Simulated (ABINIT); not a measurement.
# NiSb (Breithauptite) (P6_3/mmc) in ABINIT: Hubbard U by linear response with BLYP+U

Aim: the Hubbard U by linear response of NiSb (Breithauptite) with BLYP+U.

Program: ABINIT 10.8.3 (patched build). These are calculated values, not measurements. Logs are shortened: lines on timing, memory, paths and dates and some standing lists are left out, and cuts for length are marked. The log counts tension as positive stress, the text compression.

## (1) Starting point

Symmetry: P6_3/mmc, No. 194, hexagonal system. The conventional cell has a = 3.928 Å, b = 3.928 Å, c = 5.120 Å, α = 90.00°, β = 90.00°, γ = 120.00°. Around Ni (site symmetry -3m) lie 2 Ni at 2.56 Å and 6 Sb at 2.60 Å. Sb (site symmetry -6m2) is surrounded by 6 Ni at 2.60 Å.

## (2) Hubbard U by linear response, BLYP+U, collinear spin, ferromagnetic start

Contents of run.abi:

```
# Datasets
ndtset 3

# Pseudopotentials
pp_dirpath "./"
pseudos "Ni.GGA_PBE-ansatz.xml, Sb.GGA_PBE-ansatz.xml"

# Structure
structure "poscar:POSCAR"
natom 4

# Plane-wave basis
ecut 14.0
pawecutdg 28.0
pawxcdev 0
pawovlp 30

# k points
kptopt 2
ngkpt 4 4 2
nshiftk 1
shiftk 0.0 0.0 0.0

# Exchange and correlation
ixc -106131

# Bands and occupations
nband 41
occopt 3
tsmear 0.2 eV

# Spin
nsppol 2
spinat
     0.0000000000     0.0000000000     1.0000000000
     0.0000000000     0.0000000000     1.0000000000
     0.0000000000     0.0000000000     0.0000000000
     0.0000000000     0.0000000000     0.0000000000
nsym 1

# DFT+U
usepawu 1
lpawu 2 -1
upawu 0.0 0.0 eV
jpawu 0.0 0.0 eV
dmatpuopt 3

# SCF cycle
nstep 120
tolvrs 1.0e-9

# Output
prteig 0
prtebands 0
prtden 0
prtwf 0

# Linear response
irdwfk 1
macro_uj 1
pawujat 1
pawujv1 -0.1 eV
pawujv2 0.05 eV
pawujv3 0.1 eV
```

Contents of POSCAR:

```
NiSb
1.0
    3.9280000000      0.0000000000      0.0000000000
   -1.9640000000      3.4017477861      0.0000000000
    0.0000000000      0.0000000000      5.1200000000
Ni Sb
2 2
Direct
    0.0000000000      0.0000000000      0.5000000000  Ni
    0.0000000000      0.0000000000      0.0000000000  Ni
    0.6666666667      0.3333333333      0.7500000000  Sb
    0.3333333333      0.6666666667      0.2500000000  Sb
```

Contents of gs.abi:

```
# Pseudopotentials
pp_dirpath "./"
pseudos "Ni.GGA_PBE-ansatz.xml, Sb.GGA_PBE-ansatz.xml"

# Structure
structure "poscar:POSCAR"
natom 4

# Plane-wave basis
ecut 14.0
pawecutdg 28.0
pawxcdev 0
pawovlp 30

# k points
kptopt 2
ngkpt 4 4 2
nshiftk 1
shiftk 0.0 0.0 0.0

# Exchange and correlation
ixc -106131

# Bands and occupations
nband 41
occopt 3
tsmear 0.2 eV

# Spin
nsppol 2
spinat
     0.0000000000     0.0000000000     1.0000000000
     0.0000000000     0.0000000000     1.0000000000
     0.0000000000     0.0000000000     0.0000000000
     0.0000000000     0.0000000000     0.0000000000
nsym 1

# DFT+U
usepawu 1
lpawu 2 -1
upawu 0.0 0.0 eV
jpawu 0.0 0.0 eV
dmatpuopt 3

# SCF cycle
nstep 120
tolvrs 1.0e-9

# Output
prteig 0
prtebands 0
prtden 0
```

Potentials or basis: Ansatz PAW PBE default generated set, frozen core.

The run is started by

```bash
$ abinit gs.abi > log 2>&1
$ ln -s gso_WFK runi_DS1_WFK
$ ln -s gso_WFK runi_DS2_WFK
$ ln -s gso_WFK runi_DS3_WFK
$ abinit run.abi > log 2>&1
$ lruj runo_DS1_LRUJ.nc runo_DS2_LRUJ.nc runo_DS3_LRUJ.nc > lruj.log 2>&1
```

run.abo:

```text
[... set-up lines left out ...]
 ETOT  1  -506.72820998515    -5.067E+02 3.719E-05 5.999E-02 7.214E-07 7.214E-07
 ETOT  2  -506.72856587672    -3.559E-04 2.705E-05 4.961E-01 5.197E-07 4.291E-07
 ETOT  3  -506.72812922119     4.367E-04 3.032E-04 6.522E-03 1.051E-05 1.093E-05
 ETOT  4  -506.72814714468    -1.792E-05 1.745E-05 2.600E-04 9.027E-06 1.908E-06
 ETOT  5  -506.72814705949     8.519E-08 4.553E-06 2.318E-04 1.348E-06 1.308E-06
 ETOT  6  -506.72814702896     3.053E-08 1.134E-05 4.307E-05 5.887E-07 7.194E-07
 ETOT  7  -506.72814700086     2.810E-08 4.286E-06 1.820E-05 2.220E-07 5.716E-07
 ETOT  8  -506.72814699077     1.009E-08 9.805E-06 1.411E-06 4.132E-07 1.584E-07
 ETOT  9  -506.72814699049     2.859E-10 3.996E-06 4.673E-07 2.498E-08 1.793E-07
 ETOT 10  -506.72814699005     4.394E-10 8.244E-06 9.502E-09 4.064E-08 1.395E-07
 ETOT 11  -506.72814699010    -5.366E-11 3.314E-06 3.919E-09 5.434E-08 8.514E-08
 ETOT 12  -506.72814699010    -1.705E-13 5.608E-06 1.547E-09 2.303E-08 6.210E-08
 ETOT 13  -506.72814699010     4.093E-12 2.504E-06 8.286E-11 1.632E-08 4.578E-08

 At SCF step   13       nres2   =  8.29E-11 < tolvrs=  1.00E-09 =>converged.

 Cartesian components of stress tensor (hartree/bohr^3)
  sigma(1 1)= -4.00237261E-04  sigma(3 2)= -1.66707122E-11
  sigma(2 2)= -4.00237243E-04  sigma(3 1)=  4.71878375E-12
  sigma(3 3)= -3.76730201E-04  sigma(2 1)=  2.47266959E-12
[... 233 lines left out ...]
--- !EnergyTermsWithPAWCore
iteration_state     : {dtset: 1, }
comment             : 'Components of total free energy, including PAW core contributions'
Total energy        : -1.55621982794949E+04
Total energy DC     : -1.55622301973839E+04
Total energy (eV)   : -4.23468988219877E+05
Total energy DC (eV): -4.23469856749883E+05
...

 Cartesian components of stress tensor (hartree/bohr^3)
  sigma(1 1)= -4.00237261E-04  sigma(3 2)= -1.66707122E-11
  sigma(2 2)= -4.00237243E-04  sigma(3 1)=  4.71878375E-12
  sigma(3 3)= -3.76730201E-04  sigma(2 1)=  2.47266959E-12

-Cartesian components of stress tensor (GPa)         [Pressure=  1.1545E+01 GPa]
- sigma(1 1)= -1.17753868E+01  sigma(3 2)= -4.90469287E-07
- sigma(2 2)= -1.17753862E+01  sigma(3 1)=  1.38831411E-07
- sigma(3 3)= -1.10837852E+01  sigma(2 1)=  7.27484511E-08

================================================================================
== DATASET  2 ==================================================================

--- !DatasetInfo
iteration_state: {dtset: 2, }
dimensions: {natom: 4, nkpt: 20, mband: 41, nsppol: 2, nspinor: 1, nspden: 2, mpw: 1160, }
cutoff_energies: {ecut:  14.0, pawecutdg:  28.0, }
electrons: {nelect:   6.60000000E+01, charge:   0.00000000E+00, occopt:   3.00000000E+00, tsmear:   7.34986444E-03, }
meta: {optdriver: 0, ionmov: 0, optcell: 0, iscf: 17, paral_kgb: 0, }
...

 Real(R)+Recip(G) space primitive vectors, cartesian coordinates (Bohr,Bohr^-1):
 R(1)=  7.4228442  0.0000000  0.0000000  G(1)=  0.1347192  0.0777802  0.0000000
 R(2)= -3.7114221  6.4283717  0.0000000  G(2)=  0.0000000  0.1555604  0.0000000
 R(3)=  0.0000000  0.0000000  9.6753978  G(3)=  0.0000000  0.0000000  0.1033549
 Unit cell volume ucvol=  4.6167903E+02 bohr^3
 Angles (23,13,12)=  9.00000000E+01  9.00000000E+01  1.20000000E+02 degrees

 Coarse grid specifications (used for wave-functions):

 getcut: wavevector=  0.0000  0.0000  0.0000  ngfft=  27  27  36
         ecut(hartree)=     14.000   => boxcut(ratio)=   2.08162

 Fine grid specifications (used for densities):

 getcut: wavevector=  0.0000  0.0000  0.0000  ngfft=  36  36  48
         ecut(hartree)=     28.000   => boxcut(ratio)=   2.03605
--------------------------------------------------------------------------------

-inwffil : will read wavefunctions from disk file runi_DS2_WFK

 ******************************************
 DFT+U Method used: FLL
 ******************************************

================================================================================

--- !BeginCycle
iteration_state: {dtset: 2, }
solver: {iscf: 17, nstep: 120, nline: 4, wfoptalg: 10, }
tolerances: {tolvrs: 1.00E-09, }
...

     iter   Etot(hartree)      deltaE(h)  residm     nres2   difmagsph maxmagsph
 ETOT  1  -506.68034589057    -5.067E+02 3.938E-05 1.599E-02 6.179E-07 6.179E-07
 ETOT  2  -506.68044344252    -9.755E-05 3.007E-05 1.324E-01 2.209E-07 6.038E-07
 ETOT  3  -506.68032511134     1.183E-04 8.286E-05 2.103E-03 4.183E-06 3.580E-06
 ETOT  4  -506.68032967214    -4.561E-06 1.772E-05 7.439E-05 3.524E-06 1.147E-06
 ETOT  5  -506.68032968550    -1.336E-08 3.303E-06 2.853E-05 8.633E-07 2.976E-07
 ETOT  6  -506.68032969111    -5.617E-09 1.635E-05 1.775E-05 2.228E-07 1.814E-07
 ETOT  7  -506.68032968070     1.042E-08 2.935E-06 1.821E-06 1.139E-07 6.753E-08
 ETOT  8  -506.68032967999     7.044E-10 1.207E-05 2.456E-08 4.005E-08 4.288E-08
 ETOT  9  -506.68032968013    -1.395E-10 2.134E-06 4.051E-08 2.369E-08 5.343E-08
 ETOT 10  -506.68032968011     2.188E-11 8.850E-06 5.059E-09 1.530E-08 3.813E-08
 ETOT 11  -506.68032968010     7.844E-12 1.566E-06 1.140E-09 1.028E-08 2.785E-08
 ETOT 12  -506.68032968010     1.819E-12 6.551E-06 1.692E-09 6.346E-09 2.150E-08
 ETOT 13  -506.68032968010     1.762E-12 1.154E-06 2.688E-11 6.941E-09 1.456E-08

 At SCF step   13       nres2   =  2.69E-11 < tolvrs=  1.00E-09 =>converged.

 Cartesian components of stress tensor (hartree/bohr^3)
  sigma(1 1)= -4.06683508E-04  sigma(3 2)=  3.29251880E-12
  sigma(2 2)= -4.06683506E-04  sigma(3 1)= -1.63542610E-12
  sigma(3 3)= -3.80808278E-04  sigma(2 1)=  4.97427618E-12
[... 233 lines left out ...]
--- !EnergyTermsWithPAWCore
iteration_state     : {dtset: 2, }
comment             : 'Components of total free energy, including PAW core contributions'
Total energy        : -1.55621983002957E+04
Total energy DC     : -1.55621823800739E+04
Total energy (eV)   : -4.23468988785896E+05
Total energy DC (eV): -4.23468555574591E+05
...

 Cartesian components of stress tensor (hartree/bohr^3)
  sigma(1 1)= -4.06683508E-04  sigma(3 2)=  3.29251880E-12
  sigma(2 2)= -4.06683506E-04  sigma(3 1)= -1.63542610E-12
  sigma(3 3)= -3.80808278E-04  sigma(2 1)=  4.97427618E-12

-Cartesian components of stress tensor (GPa)         [Pressure=  1.1711E+01 GPa]
- sigma(1 1)= -1.19650419E+01  sigma(3 2)=  9.68692476E-08
- sigma(2 2)= -1.19650418E+01  sigma(3 1)= -4.81158970E-08
- sigma(3 3)= -1.12037664E+01  sigma(2 1)=  1.46348258E-07

================================================================================
== DATASET  3 ==================================================================

--- !DatasetInfo
iteration_state: {dtset: 3, }
dimensions: {natom: 4, nkpt: 20, mband: 41, nsppol: 2, nspinor: 1, nspden: 2, mpw: 1160, }
cutoff_energies: {ecut:  14.0, pawecutdg:  28.0, }
electrons: {nelect:   6.60000000E+01, charge:   0.00000000E+00, occopt:   3.00000000E+00, tsmear:   7.34986444E-03, }
meta: {optdriver: 0, ionmov: 0, optcell: 0, iscf: 17, paral_kgb: 0, }
...

 Real(R)+Recip(G) space primitive vectors, cartesian coordinates (Bohr,Bohr^-1):
 R(1)=  7.4228442  0.0000000  0.0000000  G(1)=  0.1347192  0.0777802  0.0000000
 R(2)= -3.7114221  6.4283717  0.0000000  G(2)=  0.0000000  0.1555604  0.0000000
 R(3)=  0.0000000  0.0000000  9.6753978  G(3)=  0.0000000  0.0000000  0.1033549
 Unit cell volume ucvol=  4.6167903E+02 bohr^3
 Angles (23,13,12)=  9.00000000E+01  9.00000000E+01  1.20000000E+02 degrees

 Coarse grid specifications (used for wave-functions):

 getcut: wavevector=  0.0000  0.0000  0.0000  ngfft=  27  27  36
         ecut(hartree)=     14.000   => boxcut(ratio)=   2.08162

 Fine grid specifications (used for densities):

 getcut: wavevector=  0.0000  0.0000  0.0000  ngfft=  36  36  48
         ecut(hartree)=     28.000   => boxcut(ratio)=   2.03605
--------------------------------------------------------------------------------

-inwffil : will read wavefunctions from disk file runi_DS3_WFK

 ******************************************
 DFT+U Method used: FLL
 ******************************************

================================================================================

--- !BeginCycle
iteration_state: {dtset: 3, }
solver: {iscf: 17, nstep: 120, nline: 4, wfoptalg: 10, }
tolerances: {tolvrs: 1.00E-09, }
...

     iter   Etot(hartree)      deltaE(h)  residm     nres2   difmagsph maxmagsph
 ETOT  1  -506.66448227638    -5.067E+02 3.015E-05 6.542E-02 6.302E-07 6.302E-07
 ETOT  2  -506.66488477947    -4.025E-04 3.451E-05 5.408E-01 5.305E-07 6.102E-07
 ETOT  3  -506.66439854042     4.862E-04 3.380E-04 9.071E-03 7.534E-06 6.924E-06
 ETOT  4  -506.66441669293    -1.815E-05 1.091E-05 3.283E-04 6.461E-06 2.450E-06
 ETOT  5  -506.66441674742    -5.450E-08 3.368E-06 8.391E-05 1.806E-06 6.439E-07
 ETOT  6  -506.66441678265    -3.522E-08 1.236E-05 7.126E-05 5.540E-07 3.269E-07
 ETOT  7  -506.66441674230     4.035E-08 3.434E-06 4.476E-06 2.806E-07 1.731E-07
 ETOT  8  -506.66441674214     1.571E-10 9.875E-06 4.793E-07 1.547E-07 1.176E-07
 ETOT  9  -506.66441674214     7.901E-12 2.263E-06 2.925E-07 2.280E-08 9.481E-08
 ETOT 10  -506.66441674189     2.443E-10 6.947E-06 1.505E-08 3.356E-08 6.124E-08
 ETOT 11  -506.66441674189     4.491E-12 1.721E-06 3.396E-09 1.223E-08 5.086E-08
 ETOT 12  -506.66441674188     3.240E-12 4.912E-06 6.110E-09 9.811E-09 4.105E-08
 ETOT 13  -506.66441674188     3.126E-12 3.148E-06 3.209E-10 1.291E-08 2.815E-08

 At SCF step   13       nres2   =  3.21E-10 < tolvrs=  1.00E-09 =>converged.

 Cartesian components of stress tensor (hartree/bohr^3)
  sigma(1 1)= -4.08829355E-04  sigma(3 2)=  1.27525037E-11
  sigma(2 2)= -4.08829356E-04  sigma(3 1)= -9.06834717E-12
  sigma(3 3)= -3.82146791E-04  sigma(2 1)=  8.19140104E-12
[... 233 lines left out ...]
--- !EnergyTermsWithPAWCore
iteration_state     : {dtset: 3, }
comment             : 'Components of total free energy, including PAW core contributions'
Total energy        : -1.55621982802674E+04
Total energy DC     : -1.55621664671357E+04
Total energy (eV)   : -4.23468988240898E+05
Total energy DC (eV): -4.23468122561483E+05
...

 Cartesian components of stress tensor (hartree/bohr^3)
  sigma(1 1)= -4.08829355E-04  sigma(3 2)=  1.27525037E-11
  sigma(2 2)= -4.08829356E-04  sigma(3 1)= -9.06834717E-12
  sigma(3 3)= -3.82146791E-04  sigma(2 1)=  8.19140104E-12

-Cartesian components of stress tensor (GPa)         [Pressure=  1.1766E+01 GPa]
- sigma(1 1)= -1.20281749E+01  sigma(3 2)=  3.75191614E-07
- sigma(2 2)= -1.20281749E+01  sigma(3 1)= -2.66799985E-07
- sigma(3 3)= -1.12431468E+01  sigma(2 1)=  2.40999339E-07

== END DATASET(S) ==============================================================
================================================================================

 -outvars: echo values of variables after computation  --------
            acell      1.0000000000E+00  1.0000000000E+00  1.0000000000E+00 Bohr
           etotal1    -5.0672814699E+02
           etotal2    -5.0668032968E+02
           etotal3    -5.0666441674E+02
            fcart1    -1.3771534189E-07 -1.6083468414E-07 -1.4267926909E-07
                      -1.2925586002E-07 -1.5832214723E-07 -1.5227667008E-07
                       1.6326924409E-07  1.4087146998E-07  1.4670542830E-05
                       1.0370195782E-07  1.7828536139E-07 -1.4375586891E-05
            fcart2    -1.3643747363E-07 -1.4342414249E-07 -1.4133043162E-07
                      -1.3611527247E-07 -1.4741331696E-07 -1.4646905673E-07
                       1.7219793242E-07  1.2549207895E-07 -6.3191076139E-06
                       1.0035481368E-07  1.6534538050E-07  6.6069071022E-06
            fcart3    -1.3273941071E-07 -1.3928914014E-07 -1.4013826865E-07
                      -1.3477376570E-07 -1.3289049941E-07 -1.4226834238E-07
                       1.6948856177E-07  1.1760056925E-07 -1.1071526771E-05
                       9.8024614641E-08  1.5457907029E-07  1.1353933382E-05
            rprim      7.4228442226E+00  0.0000000000E+00  0.0000000000E+00
                      -3.7114221113E+00  6.4283716651E+00  0.0000000000E+00
                       0.0000000000E+00  0.0000000000E+00  9.6753977646E+00
           strten1    -4.0023726122E-04 -4.0023724277E-04 -3.7673020100E-04
                      -1.6670712219E-11  4.7187837508E-12  2.4726695936E-12
           strten2    -4.0668350751E-04 -4.0668350568E-04 -3.8080827827E-04
                       3.2925188032E-12 -1.6354260989E-12  4.9742761758E-12
           strten3    -4.0882935518E-04 -4.0882935573E-04 -3.8214679086E-04
                       1.2752503746E-11 -9.0683471698E-12  8.1914010372E-12
           xangst      0.0000000000E+00  0.0000000000E+00  2.5600000000E+00
                       0.0000000000E+00  0.0000000000E+00  0.0000000000E+00
                       1.9640000002E+00  1.1339159286E+00  3.8400000000E+00
                      -1.9640006955E-10  2.2678318575E+00  1.2800000000E+00
             xred      0.0000000000E+00  0.0000000000E+00  5.0000000000E-01
                       0.0000000000E+00  0.0000000000E+00  0.0000000000E+00
                       6.6666666670E-01  3.3333333330E-01  7.5000000000E-01
                       3.3333333330E-01  6.6666666670E-01  2.5000000000E-01
 Calculation completed.
```

It took 16 min on 1 thread of Arm Neoverse V1, shared host; peak memory 0.43 GiB.

These settings aren't checked as converged (typed here: width = 0.2): the numbers below hold their error.

What came out:

- Free energy: -13787.9075 eV
- Pressure: 11.7 GPa
- Band gap on the k mesh: none (metal or under the smearing width)
- Net moment: 0.00 μB per cell
- Hubbard U from linear response: 4.99 eV

Caveat: the k mesh is coarse (spacing up to 0.61 Å⁻¹), so the values aren't converged; the shifted atom has its images in every cell, so this scalar value isn't converged in cell size and belongs to these projectors alone; the starting moments collapsed, and a magnetic state may lie lower; the PAW data sets were made with another functional, which shifts forces and pressure a little; the U is typed as a test and isn't derived for this compound; the atomic spheres overlap.
